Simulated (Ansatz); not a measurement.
# AlN (P6_3mc): the host for defect calculations, part 2 of 3

Before any defect goes in: AlN (P6_3mc) at rest, and how it screens a charge.

Ansatz 0.2.0; plane-wave PAW DFT, PBEsol; relaxation of the host's cell and atoms; PAW set soft_1 (the session's first sound run).

So far. Step 3 (Dielectric tensors of the host): The principal values of the electronic dielectric tensor are 4.50, 4.50 and 4.73. The principal values of the static dielectric tensor are 8.20, 8.20 and 9.74.

## (4) Defect free supercell relaxed in its symmetry

This cell, the one that will hold the defects, is built from the relaxed host. Its coarser k-points can move the atoms a little, so it is relaxed from the symmetric sites, as the reference for the test of stability.

This step: plane-wave PAW DFT, PBEsol; relaxation of the defect-free supercell in its symmetry; PAW set soft_1 (Ansatz 0.2.0).

System of this step: AlN (P6_3mc). The cell holds 128 atoms: 64 Al and 64 N. Cell: a = 14.686 Å, b = 14.686 Å, c = 11.753 Å, α = 125.1°, β = 125.1°, γ = 94.5°.

pristine.symmetric/input.yaml reads:

```yaml
crystal:
  lattice:
    - [-9.3408218355, 5.3929258863, 9.9673531998]
    - [9.3408218355, -5.3929258863, 9.9673531998]
    - [3.1136072122, 5.3929260012, -9.9673531998]
  atoms:
    - { symbol: Al, position: [0.2080918731, 0.0414252064, 0.0] }
    - { symbol: Al, position: [0.2080918731, 0.2914252064, 0.25] }
    - { symbol: Al, position: [0.4580918731, 0.0414252064, 0.25] }
    - { symbol: Al, position: [0.4580918731, 0.2914252064, 0.0] }
    - { symbol: Al, position: [0.1664252064, 0.0830918731, 0.25] }
    - { symbol: Al, position: [0.1664252064, 0.3330918731, 0.0] }
    - { symbol: Al, position: [0.4164252064, 0.0830918731, 0.0] }
    - { symbol: Al, position: [0.4164252064, 0.3330918731, 0.25] }
    - { symbol: "N", position: [0.0535747936, 0.1369081269, 0.25] }
    - { symbol: "N", position: [0.0535747936, 0.3869081269, 0.0] }
    - { symbol: "N", position: [0.3035747936, 0.1369081269, 0.0] }
    - { symbol: "N", position: [0.3035747936, 0.3869081269, 0.25] }
    - { symbol: "N", position: [0.0119081269, 0.1785747936, 0.0] }
    - { symbol: "N", position: [0.0119081269, 0.4285747936, 0.25] }
    - { symbol: "N", position: [0.2619081269, 0.1785747936, 0.25] }
    - { symbol: "N", position: [0.2619081269, 0.4285747936, 0.0] }
    - { symbol: Al, position: [0.2080918731, 0.0414252064, 0.5] }
    - { symbol: Al, position: [0.2080918731, 0.2914252064, 0.75] }
    - { symbol: Al, position: [0.4580918731, 0.0414252064, 0.75] }
    - { symbol: Al, position: [0.4580918731, 0.2914252064, 0.5] }
    - { symbol: Al, position: [0.1664252064, 0.0830918731, 0.75] }
    - { symbol: Al, position: [0.1664252064, 0.3330918731, 0.5] }
    - { symbol: Al, position: [0.4164252064, 0.0830918731, 0.5] }
    - { symbol: Al, position: [0.4164252064, 0.3330918731, 0.75] }
    - { symbol: "N", position: [0.0535747936, 0.1369081269, 0.75] }
    - { symbol: "N", position: [0.0535747936, 0.3869081269, 0.5] }
    - { symbol: "N", position: [0.3035747936, 0.1369081269, 0.5] }
    - { symbol: "N", position: [0.3035747936, 0.3869081269, 0.75] }
    - { symbol: "N", position: [0.0119081269, 0.1785747936, 0.5] }
    - { symbol: "N", position: [0.0119081269, 0.4285747936, 0.75] }
    - { symbol: "N", position: [0.2619081269, 0.1785747936, 0.75] }
    - { symbol: "N", position: [0.2619081269, 0.4285747936, 0.5] }
    - { symbol: Al, position: [0.2080918731, 0.5414252064, 0.0] }
    - { symbol: Al, position: [0.2080918731, 0.7914252064, 0.25] }
    - { symbol: Al, position: [0.4580918731, 0.5414252064, 0.25] }
    - { symbol: Al, position: [0.4580918731, 0.7914252064, 0.0] }
    - { symbol: Al, position: [0.1664252064, 0.5830918731, 0.25] }
    - { symbol: Al, position: [0.1664252064, 0.8330918731, 0.0] }
    - { symbol: Al, position: [0.4164252064, 0.5830918731, 0.0] }
    - { symbol: Al, position: [0.4164252064, 0.8330918731, 0.25] }
    - { symbol: "N", position: [0.0535747936, 0.6369081269, 0.25] }
    - { symbol: "N", position: [0.0535747936, 0.8869081269, 0.0] }
    - { symbol: "N", position: [0.3035747936, 0.6369081269, 0.0] }
    - { symbol: "N", position: [0.3035747936, 0.8869081269, 0.25] }
    - { symbol: "N", position: [0.0119081269, 0.6785747935, 0.0] }
    - { symbol: "N", position: [0.0119081269, 0.9285747936, 0.25] }
    - { symbol: "N", position: [0.2619081269, 0.6785747935, 0.25] }
    - { symbol: "N", position: [0.2619081269, 0.9285747936, 0.0] }
    - { symbol: Al, position: [0.2080918731, 0.5414252064, 0.5] }
    - { symbol: Al, position: [0.2080918731, 0.7914252064, 0.75] }
    - { symbol: Al, position: [0.4580918731, 0.5414252064, 0.75] }
    - { symbol: Al, position: [0.4580918731, 0.7914252064, 0.5] }
    - { symbol: Al, position: [0.1664252064, 0.5830918731, 0.75] }
    - { symbol: Al, position: [0.1664252064, 0.8330918731, 0.5] }
    - { symbol: Al, position: [0.4164252064, 0.5830918731, 0.5] }
    - { symbol: Al, position: [0.4164252064, 0.8330918731, 0.75] }
    - { symbol: "N", position: [0.0535747936, 0.6369081269, 0.75] }
    - { symbol: "N", position: [0.0535747936, 0.8869081269, 0.5] }
    - { symbol: "N", position: [0.3035747936, 0.6369081269, 0.5] }
    - { symbol: "N", position: [0.3035747936, 0.8869081269, 0.75] }
    - { symbol: "N", position: [0.0119081269, 0.6785747935, 0.5] }
    - { symbol: "N", position: [0.0119081269, 0.9285747936, 0.75] }
    - { symbol: "N", position: [0.2619081269, 0.6785747935, 0.75] }
    - { symbol: "N", position: [0.2619081269, 0.9285747936, 0.5] }
    - { symbol: Al, position: [0.7080918731, 0.0414252064, 0.0] }
    - { symbol: Al, position: [0.7080918731, 0.2914252064, 0.25] }
    - { symbol: Al, position: [0.9580918731, 0.0414252064, 0.25] }
    - { symbol: Al, position: [0.9580918731, 0.2914252064, 0.0] }
    - { symbol: Al, position: [0.6664252064, 0.0830918731, 0.25] }
    - { symbol: Al, position: [0.6664252064, 0.3330918731, 0.0] }
    - { symbol: Al, position: [0.9164252064, 0.0830918731, 0.0] }
    - { symbol: Al, position: [0.9164252064, 0.3330918731, 0.25] }
    - { symbol: "N", position: [0.5535747935, 0.1369081269, 0.25] }
    - { symbol: "N", position: [0.5535747935, 0.3869081269, 0.0] }
    - { symbol: "N", position: [0.8035747935, 0.1369081269, 0.0] }
    - { symbol: "N", position: [0.8035747935, 0.3869081269, 0.25] }
    - { symbol: "N", position: [0.5119081269, 0.1785747936, 0.0] }
    - { symbol: "N", position: [0.5119081269, 0.4285747936, 0.25] }
    - { symbol: "N", position: [0.7619081269, 0.1785747936, 0.25] }
    - { symbol: "N", position: [0.7619081269, 0.4285747936, 0.0] }
    - { symbol: Al, position: [0.7080918731, 0.0414252064, 0.5] }
    - { symbol: Al, position: [0.7080918731, 0.2914252064, 0.75] }
    - { symbol: Al, position: [0.9580918731, 0.0414252064, 0.75] }
    - { symbol: Al, position: [0.9580918731, 0.2914252064, 0.5] }
    - { symbol: Al, position: [0.6664252064, 0.0830918731, 0.75] }
    - { symbol: Al, position: [0.6664252064, 0.3330918731, 0.5] }
    - { symbol: Al, position: [0.9164252064, 0.0830918731, 0.5] }
    - { symbol: Al, position: [0.9164252064, 0.3330918731, 0.75] }
    - { symbol: "N", position: [0.5535747935, 0.1369081269, 0.75] }
    - { symbol: "N", position: [0.5535747935, 0.3869081269, 0.5] }
    - { symbol: "N", position: [0.8035747935, 0.1369081269, 0.5] }
    - { symbol: "N", position: [0.8035747935, 0.3869081269, 0.75] }
    - { symbol: "N", position: [0.5119081269, 0.1785747936, 0.5] }
    - { symbol: "N", position: [0.5119081269, 0.4285747936, 0.75] }
    - { symbol: "N", position: [0.7619081269, 0.1785747936, 0.75] }
    - { symbol: "N", position: [0.7619081269, 0.4285747936, 0.5] }
    - { symbol: Al, position: [0.7080918731, 0.5414252064, 0.0] }
    - { symbol: Al, position: [0.7080918731, 0.7914252064, 0.25] }
    - { symbol: Al, position: [0.9580918731, 0.5414252064, 0.25] }
    - { symbol: Al, position: [0.9580918731, 0.7914252064, 0.0] }
    - { symbol: Al, position: [0.6664252064, 0.5830918731, 0.25] }
    - { symbol: Al, position: [0.6664252064, 0.8330918731, 0.0] }
    - { symbol: Al, position: [0.9164252064, 0.5830918731, 0.0] }
    - { symbol: Al, position: [0.9164252064, 0.8330918731, 0.25] }
    - { symbol: "N", position: [0.5535747935, 0.6369081269, 0.25] }
    - { symbol: "N", position: [0.5535747935, 0.8869081269, 0.0] }
    - { symbol: "N", position: [0.8035747935, 0.6369081269, 0.0] }
    - { symbol: "N", position: [0.8035747935, 0.8869081269, 0.25] }
    - { symbol: "N", position: [0.5119081269, 0.6785747935, 0.0] }
    - { symbol: "N", position: [0.5119081269, 0.9285747936, 0.25] }
    - { symbol: "N", position: [0.7619081269, 0.6785747935, 0.25] }
    - { symbol: "N", position: [0.7619081269, 0.9285747936, 0.0] }
    - { symbol: Al, position: [0.7080918731, 0.5414252064, 0.5] }
    - { symbol: Al, position: [0.7080918731, 0.7914252064, 0.75] }
    - { symbol: Al, position: [0.9580918731, 0.5414252064, 0.75] }
    - { symbol: Al, position: [0.9580918731, 0.7914252064, 0.5] }
    - { symbol: Al, position: [0.6664252064, 0.5830918731, 0.75] }
    - { symbol: Al, position: [0.6664252064, 0.8330918731, 0.5] }
    - { symbol: Al, position: [0.9164252064, 0.5830918731, 0.5] }
    - { symbol: Al, position: [0.9164252064, 0.8330918731, 0.75] }
    - { symbol: "N", position: [0.5535747935, 0.6369081269, 0.75] }
    - { symbol: "N", position: [0.5535747935, 0.8869081269, 0.5] }
    - { symbol: "N", position: [0.8035747935, 0.6369081269, 0.5] }
    - { symbol: "N", position: [0.8035747935, 0.8869081269, 0.75] }
    - { symbol: "N", position: [0.5119081269, 0.6785747935, 0.5] }
    - { symbol: "N", position: [0.5119081269, 0.9285747936, 0.75] }
    - { symbol: "N", position: [0.7619081269, 0.6785747935, 0.75] }
    - { symbol: "N", position: [0.7619081269, 0.9285747936, 0.5] }
basis:
  ecutwfc: 420
  xc_grid: 2
hamiltonian:
  xc: pbesol
  pseudopotentials: { kind: paw, azcp: { folder: soft_1 }, xc_functional: pbe }
kpoints:
  mp_grid: { grid: [1, 1, 1] }
scf:
  occupations: { method: fermi_dirac, width: 0.01 }
  max_iter: 100
  lower_state_search: "off"
output:
  forces: true
relax:
  f_tol: 0.015
  max_steps: 60
  escape_saddle: false
checkpoint:
  write: "../pristine.symmetric.run"
  compress: false
  write_wavefunctions: false
  write_every: 100000
```

Run with:

```
$ ansatz run input.yaml --threads 32 --pin off --max-ram 84787MiB --backend cuda --events-out ev --progress --plain --runs-dir out --max-vram 78GiB
```

Numbers of over 12 decimals in the logs are rounded to 6 here.

What it wrote:

```text
[...]
device memory: the entry about to start is reckoned to put 3.9 GiB on a device that reports 173.7 GiB free (of which the cap on the GPU budget leaves the run 78.0 GiB)
GPU FFT provider: cuFFT
GPU libraries: cuBLAS 13.8.1, cuFFT 12.4.0, cuSOLVER 12.3.2
GPU matrix products: emulated (plane waves: as basis.precision tells), large ones in fixed point in workspaces of 1.00 GiB
Crystal: 128 atoms, lattice volume = 1338.931 Å³
Basis set: ecut = 420 eV, 26161 PW (Γ), exchange–correlation on 200×200×160 points (8 copies of the dense FFT grid, shifted against one another)
Bands: 384, of which v1, the nominal top of the filled ones, is band 256 counted from 1 (255 counted from 0)
Symmetry: 128 space group operations
[...]
k-points: 1
[...]
GPU buffer pool allocated for 800000 grid points (all kernels)
GPU transforms: local potential and band sums: pruned to the plane-wave sphere, on 100×100×80
[...]
SCF iter   1: F=—  HF=-58067.939419 eV  |Δ(HF+E_count)|=         —  Δρ=1.31e-1  dr2=2.81e2  Hψ=1704
[...]
SCF iter   7: F=-57980.541176 eV  HF=-57980.541176 eV  |Δ(HF+E_count)|=   7.77e-6  Δρ=4.86e-6  dr2=2.39e-7  Hψ=900
SCF 1 converged in 7 iterations: F = -57980.541176 eV  dr2 = 2.39e-7
[...]
relax step   1: F+E_penalty+E_count = -57980.54117645 eV  Δ(F+E_penalty+E_count) = +0.000e0 eV  max|allowed force component| = 1.549e-2 eV/Å  Δτ_max = 0.0000 Å  (7 SCF iters, dr2 threshold 5.63e-6 eV, accepted)
[...]
SCF iter   6: F=-57980.542223 eV  HF=-57980.542223 eV  |Δ(HF+E_count)|=  6.11e-10  Δρ=5.85e-8  dr2=3.21e-11  Hψ=651
SCF 2 converged in 6 iterations: F = -57980.542223 eV  dr2 = 3.21e-11
relax step   2: F+E_penalty+E_count = -57980.54222286 eV  Δ(F+E_penalty+E_count) = -1.046e-3 eV  max|allowed force component| = 1.057e-2 eV/Å  Δτ_max = 0.0013 Å  (6 SCF iters, accepted)
SCF converged after 6 iterations
Free energy (F): -57980.542223 eV
[...]
Internal energy: -57980.542223 eV  (E = F + TS)
E sigma→0 (E₀):  -57980.542223 eV
Fermi energy:    9.092942 eV
[...]
--- Forces (eV/Å), atoms counted from 1 ---
  atom   1  Al    -0.00464504     0.00268182    -0.01056871
  atom   2  Al    -0.00464504     0.00268182    -0.01056871
  atom   3  Al    -0.00464504     0.00268182    -0.01056871
  atom   4  Al    -0.00464504     0.00268182    -0.01056871
  atom   5  Al     0.00464504    -0.00268182    -0.01056871
  atom   6  Al     0.00464504    -0.00268182    -0.01056871
  [... 122 more lines of this table ...]
  max |Σ_I F_I| component: 2.30e-6 eV/Å
--- Relaxed structure (2 steps of the walk, 2 accepted, 0 SCFs on fresh bases) ---
  F+E_penalty+E_count = -57980.54222286 eV   max|allowed force component| = 1.057e-2 eV/Å
  atoms:
    - { symbol: Al, position: [0.208036, 0.041466, 0.0] }
    - { symbol: Al, position: [0.208036, 0.291466, 0.250000] }
    - { symbol: Al, position: [0.458036, 0.041466, 0.25] }
    - { symbol: Al, position: [0.458036, 0.291466, 1.3877787807814457e-17] }
    - { symbol: Al, position: [0.166466, 0.083036, 0.250000] }
    - { symbol: Al, position: [0.166466, 0.333036, -4.163336342344337e-17] }
  [... 122 more lines of this table ...]
```

It took 1.8 s on 1 × NVIDIA GB200 with 32 threads of Arm Neoverse V2, shared host; peak memory 1.4 GiB.

No atom moved by 0.005 Å in the relaxation.

## (5) Defect free supercell relaxed from displaced atoms

This step: plane-wave PAW DFT, PBEsol; relaxation of the defect-free supercell from random displacements, a test of the host's stability; PAW set soft_1 (Ansatz 0.2.0).

pristine.rattled/input.yaml, as its differences from pristine.symmetric/input.yaml of step 4:

```diff
@@ -150,6 +150,6 @@
   f_tol: 0.015
-  max_steps: 60
-  escape_saddle: false
+  max_steps: 120
+  random_displacement: { amplitude: 0.06, seed: 4637 }
 checkpoint:
-  write: "../pristine.symmetric.run"
+  write: "../pristine.rattled.run"
   compress: false
```

What it wrote:

```text
[...]
Crystal: 128 atoms, lattice volume = 1338.931 Å³
Basis set: ecut = 420 eV, 26161 PW (Γ), exchange–correlation on 200×200×160 points (8 copies of the dense FFT grid, shifted against one another)
Bands: 384, of which v1, the nominal top of the filled ones, is band 256 counted from 1 (255 counted from 0)
Symmetry: 1 space group operations
k-points: 1
[...]
SCF iter   1: F=—  HF=-58064.275476 eV  |Δ(HF+E_count)|=         —  Δρ=1.32e-1  dr2=2.86e2  Hψ=1655
[...]
SCF iter   2: F=—  HF=-57980.144601 eV  |Δ(HF+E_count)|=    8.41e1  Δρ=4.53e-2  dr2=1.56e1  Hψ=862
[...]
SCF iter   7: F=-57975.513792 eV  HF=-57975.513793 eV  |Δ(HF+E_count)|=   8.77e-6  Δρ=1.55e-5  dr2=3.10e-6  Hψ=1226
SCF 1 converged in 7 iterations: F = -57975.513792 eV  dr2 = 3.10e-6
[...]
relax step   1: F+E_penalty+E_count = -57975.51379219 eV  Δ(F+E_penalty+E_count) = +0.000e0 eV  max|allowed force component| = 2.655e0 eV/Å  Δτ_max = 0.0000 Å  (7 SCF iters, dr2 threshold 5.63e-6 eV, accepted)
[...]
relax step   2: F+E_penalty+E_count = -57979.02642075 eV  Δ(F+E_penalty+E_count) = -3.513e0 eV  max|allowed force component| = 1.454e0 eV/Å  Δτ_max = 0.0557 Å  (6 SCF iters, dr2 threshold 1.00e-4 eV, accepted)
relax step   3: F+E_penalty+E_count = -57980.54188047 eV  Δ(F+E_penalty+E_count) = -1.515e0 eV  max|allowed force component| = 2.337e-2 eV/Å  Δτ_max = 0.0572 Å  (6 SCF iters, dr2 threshold 1.00e-4 eV, accepted)
relax step   4: F+E_penalty+E_count = -57980.54188438 eV  Δ(F+E_penalty+E_count) = -3.913e-6 eV  max|allowed force component| = 2.347e-2 eV/Å  Δτ_max = 0.0000 Å  (4 SCF iters, accepted)
relax step   5: F+E_penalty+E_count = -57980.52590995 eV  Δ(F+E_penalty+E_count) = +1.597e-2 eV  max|allowed force component| = 9.178e-2 eV/Å  Δτ_max = 0.0140 Å  (7 SCF iters, rejected (line search))
[...]
SCF iter   1: F=—  HF=-57980.548902 eV  |Δ(HF+E_count)|=         —  Δρ=1.01e-3  dr2=1.59e-2  Hψ=719
[...]
SCF iter   2: F=—  HF=-57980.544611 eV  |Δ(HF+E_count)|=   4.29e-3  Δρ=5.56e-4  dr2=4.62e-3  Hψ=442
[...]
SCF iter   7: F=-57980.542686 eV  HF=-57980.542686 eV  |Δ(HF+E_count)|=   2.26e-8  Δρ=6.04e-7  dr2=4.41e-9  Hψ=900
SCF 6 converged in 7 iterations: F = -57980.542686 eV  dr2 = 4.41e-9
[...]
relax step   6: F+E_penalty+E_count = -57980.54268607 eV  Δ(F+E_penalty+E_count) = -8.017e-4 eV  max|allowed force component| = 1.417e-3 eV/Å  Δτ_max = 0.0025 Å  (7 SCF iters, accepted)
SCF converged after 7 iterations
Free energy (F): -57980.542686 eV
[...]
Internal energy: -57980.542686 eV  (E = F + TS)
E sigma→0 (E₀):  -57980.542686 eV
Fermi energy:    9.094387 eV
[...]
--- Forces (eV/Å), atoms counted from 1 ---
  atom   1  Al    -0.00010692    -0.00002296     0.00102518
  atom   2  Al     0.00021268    -0.00003219    -0.00067727
  atom   3  Al     0.00029036     0.00016218     0.00002491
  atom   4  Al     0.00001016     0.00032844     0.00033301
  atom   5  Al    -0.00084399    -0.00000291     0.00080231
  atom   6  Al    -0.00004674    -0.00002499     0.00024015
  [... 122 more lines of this table ...]
  max |Σ_I F_I| component: 9.23e-6 eV/Å
--- Relaxed structure (6 steps of the walk, 5 accepted, 0 SCFs on fresh bases) ---
  F+E_penalty+E_count = -57980.54268607 eV   max|allowed force component| = 1.417e-3 eV/Å
  atoms:
    - { symbol: Al, position: [0.208366, 0.041591, 0.000628] }
    - { symbol: Al, position: [0.208373, 0.291595, 0.250627] }
    - { symbol: Al, position: [0.458369, 0.041589, 0.250622] }
    - { symbol: Al, position: [0.458365, 0.291590, 0.000625] }
    - { symbol: Al, position: [0.166815, 0.083142, 0.250628] }
    - { symbol: Al, position: [0.166820, 0.333140, 0.000624] }
  [... 122 more lines of this table ...]
```

Wall time 4.2 s (1 × NVIDIA GB200 with 32 threads); peak memory 1.3 GiB.

Step by step:

| step | energy less that of the first step (eV) | largest force component (eV/Å) |
| --- | --- | --- |
| 1 | 0.0000 | 2.6549 |
| 2 | -3.5126 | 1.4538 |
| 3 | -5.0281 | 0.0234 |
| 4 | -5.0281 | 0.0235 |
| 5 | -5.0121 | 0.0918 |
| 6 | -5.0289 | 0.0014 |

Relaxation step 5 was tried and not accepted.

The relaxation ends 39 meV an atom lower than the displaced start, with a largest force component of 0.0014 eV/Å.

## (6) Host on a dense mesh

This step: plane-wave PAW DFT, PBEsol; single point of the defect-free host, a test of the k-point sampling; PAW set soft_1 (Ansatz 0.2.0).

System of this step: AlN (P6_3mc). Symmetry: P6_3mc, No. 186, hexagonal system. Conventional cell: a = 3.114 Å, b = 3.114 Å, c = 4.984 Å, α = 90.00°, β = 90.00°, γ = 120.00°. Nearest to Al lie 4 N at 1.89 to 1.90 Å. Nearest to N lie 4 Al at 1.89 to 1.90 Å. Farther neighbours and most contacts between anions are not listed.

dense/input.yaml reads:

```yaml
crystal:
  lattice:
    - [3.1136072619, 2.87e-08, 0.0]
    - [-1.5568036558, 2.6964629719, 0.0]
    - [0.0, 0.0, 4.9836765999]
  atoms:
    - { symbol: Al, position: [0.6666666667, 0.3333333333, 0.4990341591] }
    - { symbol: Al, position: [0.3333333333, 0.6666666667, 0.9990341591] }
    - { symbol: "N", position: [0.6666666667, 0.3333333333, 0.8809658409] }
    - { symbol: "N", position: [0.3333333333, 0.6666666667, 0.3809658409] }
basis:
  ecutwfc: 420
  xc_grid: 2
hamiltonian:
  xc: pbesol
  pseudopotentials: { kind: paw, azcp: { folder: soft_1 }, xc_functional: pbe }
kpoints:
  mp_grid: { grid: [10, 10, 6] }
scf:
  occupations: { method: fermi_dirac, width: 0.01 }
  max_iter: 100
  lower_state_search: "off"
checkpoint:
  write: "../dense.run"
  compress: false
  write_wavefunctions: false
  write_every: 100000
```

Run with:

```
$ ansatz run input.yaml --threads 32 --pin off --max-ram 84787MiB --backend cpu --events-out ev --progress --plain --runs-dir out
```

What it wrote:

```text
[...]
Crystal: 4 atoms, lattice volume = 41.842 Å³
Basis set: ecut = 420 eV, 809 PW (Γ), exchange–correlation on 48×48×72 points (8 copies of the dense FFT grid, shifted against one another)
Bands: 12, of which v1, the nominal top of the filled ones, is band 8 counted from 1 (7 counted from 0)
Symmetry: 12 space group operations
[...]
k-points: 56 of 600 (time reversal used)
[...]
SCF iter   1: F=—  HF=-1814.635163 eV  |Δ(HF+E_count)|=         —  Δρ=1.30e-1  dr2=8.74e0  Hψ=4231
[...]
SCF iter   6: F=-1811.925428 eV  HF=-1811.925428 eV  |Δ(HF+E_count)|=   3.38e-8  Δρ=5.22e-6  dr2=1.00e-8  Hψ=1346
SCF 1 converged in 6 iterations: F = -1811.925428 eV  dr2 = 1.00e-8
[...]
SCF converged after 6 iterations
Free energy (F): -1811.925428 eV
[...]
Internal energy: -1811.925428 eV  (E = F + TS)
E sigma→0 (E₀):  -1811.925428 eV
Fermi energy:    9.081932 eV
[...]
```

The job ended after 0.32 s (32 threads; peak memory 0.14 GiB; 3.5 s of CPU time).

(Part 2 of 3 ends here.)

[Logs are printed without paths, hosts, clocks, repeated set-up lines and the standing remarks that a program may print on its own settings, such as how far it seeks lower states.]

[Hosts, paths, dates, database ids (printed as entryN), source tags and the programs' standing remarks are cut or masked in the printed files.]

[Runs of the host that timed out are not shown.]

[For some hosts the program warned that the k-mesh of the response run may be too coarse for force constants and the static dielectric constant; such warnings are not always shown.]
